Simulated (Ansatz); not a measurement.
# Ta: convergence with the PAW cutoff, part 1 of 2

Aim: hold Ta and all else fixed and vary the PAW cutoff, to see how far energy and properties move.

Computed with Ansatz 0.2.0 (DFT, PBE, PAW with Ansatz's default frozen-core files, scalar-relativistic, unless a step's input says otherwise).

## (1) Starting point

It takes space group Fm-3m (No. 225, cubic). Conventional cell: a = 4.220 Å, b = 4.220 Å, c = 4.220 Å, α = 90.00°, β = 90.00°, γ = 90.00°. Ta (site symmetry m-3m) is surrounded by 12 Ta at 2.98 Å.

As a file:

```
CELL_PARAMETERS angstrom
0.00000 2.11000 2.11000
2.11000 0.00000 2.11000
2.11000 2.11000 0.00000
ATOMIC_POSITIONS crystal
Ta 0.00000 0.00000 0.00000
```

The geometry is a database entry used as it stands. It may stem from high pressure or temperature, or be incomplete, so it serves as a test cell.

## (2) With PAW files, cutoff 150 eV

input.yaml reads:

```yaml
crystal:
  lattice:
    - [0.0, 2.11, 2.11]
    - [2.11, 0.0, 2.11]
    - [2.11, 2.11, 0.0]
  atoms:
    - { symbol: Ta, position: [0.0, 0.0, 0.0] }
kpoints:
  mp_grid: { grid: [15, 15, 15] }
scf:
  occupations: { method: fermi_dirac, width: 0.08 }
hamiltonian:
  xc: pbe
  pseudopotentials: { kind: paw }
output:
  forces: true
  stress: true
  eigenvalues: true
  efg: { contact_densities: true }
basis:
  ecutwfc: 150
```

Launch:

```bash
ansatz run input.yaml --threads 1 --pin off --max-ram 2048MiB --backend cpu --events-out ev --progress --plain --runs-dir out
```

The program printed:

```text
Warning: basis.ecutwfc = 150 eV is below the records' recommended 420 eV, and the density's cutoff is lower with it unless basis.ecutrho_ratio is high enough to keep the records' density cutoff: compare with a run at a higher cutoff
Ta: output.efg is read without spin–orbit coupling, which moves field gradients at and beside such atoms by some per cent and up to a factor of two; PAW files take it under magnetization.noncollinear and magnetization.spin_orbit
Engine: ansatz 0.2.0
Pseudopotentials: kind: paw
Pseudopotential: Ta, paw, valence charge 13, recommended cutoff 420 eV (normal)
Functional definition: PBE
  parameter kappa = 0.804
  parameter beta = 0.06672455060314922
  exchange = pbe_x(kappa = kappa, mu = beta*pi^2/3)
  correlation = pbe_c(beta = beta)
Crystal: 1 atoms, lattice volume = 18.788 Å³
Basis set: ecut = 150 eV, 65 PW (Γ), exchange–correlation on 24×24×24 points (8 copies of the dense FFT grid, shifted against one another)
Bands: 11, of which v1, the nominal top of the filled ones, is band 7 counted from 1 (6 counted from 0)
Symmetry: 48 space group operations
Space group: Fm-3m (ITA 225), of the structure as read, at distance tolerance 2.7e-5 Å
k-points: 120 of 3375
Non-local potential: Ta, projectors of the file, l = 0: 3, l = 1: 2, l = 2: 2, l = 3: 1
PAW form: soft (Blöchl's): semilocal exchange-correlation on the pseudo side does not see the compensation charge
PAW one-centre angular grid: Ta, 590 points (default); XC on 64 Gauss nodes
Initial density: superposition of atomic densities (neutral atoms: chi_scale 0, normalization atom), corrected by the library's trained network
Initial wavefunctions: pseudopotential atomic-orbital guess
Functional: x = pbe(κ = 0.804, μ = 0.2195149727645171), c = pbe(β = 0.06672455060314922)
SCF iter   1: F=—  HF=-9924.053426 eV  |F-HF|=—  |Δ(HF+E_count)|=         —  Δρ=1.07e-1  dr2=1.23e0  ethr=1.77e-3  ⟨swp⟩=4.0  Hψ=6492  notcnv=0
preconditioner: auto → none  [metal: Δε(μ)=0.004 eV  Ē_g=8.213 eV  σ=0.080 eV  W_gap=0.01  n_scr=0 (ndim 8)  ℏωp=19.2 eV  f_vac=0.000  D(μ)=1.29/eV (n_scr^D=14)]
SCF iter   2: F=—  HF=-9923.412393 eV  |F-HF|=—  |Δ(HF+E_count)|=   6.41e-1  Δρ=4.45e-2  dr2=1.46e-1  ethr=1.77e-3  ⟨swp⟩=2.0  Hψ=3598  notcnv=0  defer=2
SCF iter   3: F=—  HF=-9923.346666 eV  |F-HF|=—  |Δ(HF+E_count)|=   6.57e-2  Δρ=8.32e-3  dr2=4.56e-3  ethr=1.12e-3  ⟨swp⟩=3.0  Hψ=2583  notcnv=0  defer=2
SCF iter   4: F=—  HF=-9923.345715 eV  |F-HF|=—  |Δ(HF+E_count)|=   9.51e-4  Δρ=2.02e-4  dr2=3.70e-6  ethr=3.51e-5  ⟨swp⟩=1.0  Hψ=1318  notcnv=0  defer=2
SCF iter   5: F=—  HF=-9923.345454 eV  |F-HF|=—  |Δ(HF+E_count)|=   2.61e-4  Δρ=2.53e-5  dr2=9.88e-8  ethr=7.69e-10  ⟨swp⟩=2.6  Hψ=4357  notcnv=0
SCF iter   6: F=-9923.345454 eV  HF=-9923.345454 eV  |F-HF|=2.15e-10  |Δ(HF+E_count)|=   2.49e-8  Δρ=2.49e-6  dr2=4.83e-10  ethr=7.60e-10  ⟨swp⟩=1.9  Hψ=3912  notcnv=0
the search or the solves at the SCF's close seem to have found levels that the self-consistency loop had missed (the run counts 1). By its estimate they hold under 1e-12 electrons; where the run keeps them, the occupations were computed again with them
SCF 1 converged in 6 iterations: F = -9923.345454 eV  dr2 = 4.83e-10
SCF converged after 6 iterations
Free energy (F): -9923.345454 eV
Harris-Foulkes:  -9923.345454 eV  (|F-HF|=2.15e-10)
Internal energy: -9923.317731 eV  (E = F + TS)
E sigma→0 (E₀):  -9923.331593 eV
Entropy (-TS):   -0.027723 eV (-27.723 meV/atom)
Fermi energy:    18.372612 eV
--- Per-component energies (eV) ---
  E_band       = -123.345794
  E_kinetic    = 351.217280
  E_local      = -539.942111  (includes V_loc(G=0)·N_el)
  E_nonlocal   = 13.952219
  E_hartree    = 180.283639
  E_xc         = -213.086857
  E_vxc        = -198.386775  (∫ρ·V_xc dr)
  E_paw        = -8393.776800  (= ΣΔE_a)
  E_vpaw       = -110.760527  (= ΣTr[D̂ρ^β])
  E_aug_tail   = 0.007133  (compensation charges beyond the density's cutoff)
  E_ewald      = -1321.972233
  E_smearing   = -0.027723  (= −TS)
  E_closure    = 0.000000  (closes the sum)
  Σ components = -9923.345454   (vs F -9923.345454, Δ=0.00e0)
--- Forces (eV/Å), atoms counted from 1 ---
  atom   1  Ta     0.00000000    -0.00000000     0.00000000
  max |Σ_I F_I| component: 4.62e-33 eV/Å
--- Stress (GPa, compression-positive) ---
      -20.778425      -0.000000       0.000000
       -0.000000     -20.778425       0.000000
        0.000000       0.000000     -20.778425
  P = ⅓ Tr σ = -20.7784 GPa (-207.784 kbar)
--- PAW observables at the nuclei: V_zz in 10²¹ V/m², potentials from the cell's mean, atoms counted from 1 ---
  atom   1  Ta V_zz =    +0.000000   η = 0.0000   by run symmetry: forbidden
            electrostatic potential = -14492.253797 V   contact ρ = 8154585.121491 e/Å³
--- Band table (eV; the first three rows and the last of 120) ---
  k-point 0: bands = ["-51.9852", "-15.5774", "-15.5774", "-15.5774", "10.1492", "18.9796", "18.9796", "18.9796", "21.9315", "21.9315", "30.5384"]
  k-point 1: bands = ["-51.9807", "-15.5914", "-15.5709", "-15.5709", "10.3319", "18.8080", "19.0716", "19.0716", "21.8522", "21.8522", "30.9299"]
  k-point 2: bands = ["-51.9780", "-16.2166", "-15.7140", "-15.7140", "10.8552", "18.2622", "19.1765", "19.1765", "21.6147", "21.6147", "31.8356"]
  k-point 119: bands = ["-51.9024", "-17.0026", "-16.9660", "-16.7299", "15.4637", "16.7619", "17.3730", "20.1636", "24.5455", "27.4272", "29.4474"]
```

It took 2.4 s on 1 thread of Arm Neoverse V1, shared host; peak memory 0.31 GiB.

Read from it: pressure -20.78 GPa; no gap.

## (3) With PAW files, cutoff 300 eV

Changes to input.yaml since step 2:

```diff
@@ -20,2 +20,2 @@
 basis:
-  ecutwfc: 150
+  ecutwfc: 300
```

Launch:

```bash
ansatz run input.yaml --threads 1 --pin off --max-ram 2048MiB --backend cpu --events-out ev --progress --plain --runs-dir out
```

The program printed:

```text
Warning: basis.ecutwfc = 300 eV is below the records' recommended 420 eV, and the density's cutoff is lower with it unless basis.ecutrho_ratio is high enough to keep the records' density cutoff: compare with a run at a higher cutoff
Ta: output.efg is read without spin–orbit coupling, which moves field gradients at and beside such atoms by some per cent and up to a factor of two; PAW files take it under magnetization.noncollinear and magnetization.spin_orbit
[... 8 set-up lines as earlier in the session ...]
Crystal: 1 atoms, lattice volume = 18.788 Å³
Basis set: ecut = 300 eV, 229 PW (Γ), exchange–correlation on 36×36×36 points (8 copies of the dense FFT grid, shifted against one another)
Bands: 11, of which v1, the nominal top of the filled ones, is band 7 counted from 1 (6 counted from 0)
[... 2 set-up lines as earlier in the session ...]
k-points: 120 of 3375
[... 6 set-up lines as earlier in the session ...]
SCF iter   1: F=—  HF=-9932.009260 eV  |F-HF|=—  |Δ(HF+E_count)|=         —  Δρ=2.70e-3  dr2=5.89e-4  ethr=1.77e-3  ⟨swp⟩=5.1  Hψ=6984  notcnv=0
preconditioner: auto → none  [metal: Δε(μ)=0.018 eV  Ē_g=7.832 eV  σ=0.080 eV  W_gap=0.05  n_scr=0 (ndim 8)  ℏωp=19.2 eV  f_vac=0.000  D(μ)=1.34/eV (n_scr^D=14)]
SCF iter   2: F=—  HF=-9932.009229 eV  |F-HF|=—  |Δ(HF+E_count)|=   3.03e-5  Δρ=1.49e-3  dr2=1.54e-4  ethr=4.53e-6  ⟨swp⟩=2.5  Hψ=2917  notcnv=0
SCF iter   3: F=—  HF=-9932.009320 eV  |F-HF|=—  |Δ(HF+E_count)|=   9.01e-5  Δρ=1.92e-4  dr2=3.17e-6  ethr=1.18e-6  ⟨swp⟩=1.4  Hψ=1448  notcnv=0
SCF iter   4: F=—  HF=-9932.009321 eV  |F-HF|=—  |Δ(HF+E_count)|=   1.74e-6  Δρ=6.83e-5  dr2=2.81e-7  ethr=2.44e-8  ⟨swp⟩=2.0  Hψ=2047  notcnv=0
iter 5 did not close the SCF: its close was put off for the readings that it lacked (scf_convergence_deferred on its scf_iter line)
SCF iter   5: F=-9932.009321 eV  HF=-9932.009321 eV  |F-HF|=5.26e-9  |Δ(HF+E_count)|=   7.77e-8  Δρ=1.27e-5  dr2=2.01e-8  ethr=2.16e-9  ⟨swp⟩=2.0  Hψ=2078  notcnv=0
SCF iter   6: F=-9932.009321 eV  HF=-9932.009321 eV  |F-HF|=9.55e-10  |Δ(HF+E_count)|=   1.47e-9  Δρ=6.09e-6  dr2=2.57e-9  ethr=1.55e-10  ⟨swp⟩=2.0  Hψ=4292  notcnv=0
SCF 1 converged in 6 iterations: F = -9932.009321 eV  dr2 = 2.57e-9
SCF converged after 6 iterations
Free energy (F): -9932.009321 eV
Harris-Foulkes:  -9932.009321 eV  (|F-HF|=9.55e-10)
Internal energy: -9931.981268 eV  (E = F + TS)
E sigma→0 (E₀):  -9931.995295 eV
Entropy (-TS):   -0.028053 eV (-28.053 meV/atom)
Fermi energy:    18.134561 eV
--- Per-component energies (eV) ---
  E_band       = -115.053984
  E_kinetic    = 364.858805
  E_local      = -571.271567  (includes V_loc(G=0)·N_el)
  E_nonlocal   = 14.137526
  E_hartree    = 196.620834
  E_xc         = -218.096912
  E_vxc        = -203.544103  (∫ρ·V_xc dr)
  E_paw        = -8396.258412  (= ΣΔE_a)
  E_vpaw       = -112.477160  (= ΣTr[D̂ρ^β])
  E_aug_tail   = 0.000691  (compensation charges beyond the density's cutoff)
  E_ewald      = -1321.972233
  E_smearing   = -0.028053  (= −TS)
  E_closure    = 0.000000  (closes the sum)
  Σ components = -9932.009321   (vs F -9932.009321, Δ=0.00e0)
--- Forces (eV/Å), atoms counted from 1 ---
  atom   1  Ta     0.00000000     0.00000000     0.00000000
  max |Σ_I F_I| component: 1.48e-31 eV/Å
--- Stress (GPa, compression-positive) ---
        0.537602       0.000000       0.000000
       -0.000000       0.537602      -0.000000
        0.000000       0.000000       0.537602
  P = ⅓ Tr σ = 0.5376 GPa (5.376 kbar)
--- PAW observables at the nuclei: V_zz in 10²¹ V/m², potentials from the cell's mean, atoms counted from 1 ---
  atom   1  Ta V_zz =    +0.000000   η = 0.0000   by run symmetry: forbidden
            electrostatic potential = -14500.313676 V   contact ρ = 8154567.580991 e/Å³
--- Band table (eV; the first three rows and the last of 120) ---
  k-point 0: bands = ["-49.4391", "-15.4468", "-15.4468", "-15.4468", "10.0205", "18.5804", "18.5804", "18.5804", "21.5805", "21.5805", "30.2798"]
  k-point 1: bands = ["-49.4353", "-15.4938", "-15.4528", "-15.4528", "10.1980", "18.4260", "18.6652", "18.6652", "21.4969", "21.4969", "30.6473"]
  k-point 2: bands = ["-49.4245", "-15.6251", "-15.4696", "-15.4696", "10.7054", "18.0477", "18.8693", "18.8693", "21.3364", "21.3364", "31.5320"]
  k-point 119: bands = ["-49.3222", "-16.1381", "-16.0921", "-15.8152", "15.3897", "16.6458", "17.2512", "20.2145", "24.4266", "27.2500", "28.4213"]
```

Run time: 2.5 s. Hardware: 1 thread of Arm Neoverse V1, shared host; peak memory 0.32 GiB.

Result: pressure 0.54 GPa; no gap.

(Continued in part 2 of 2.)
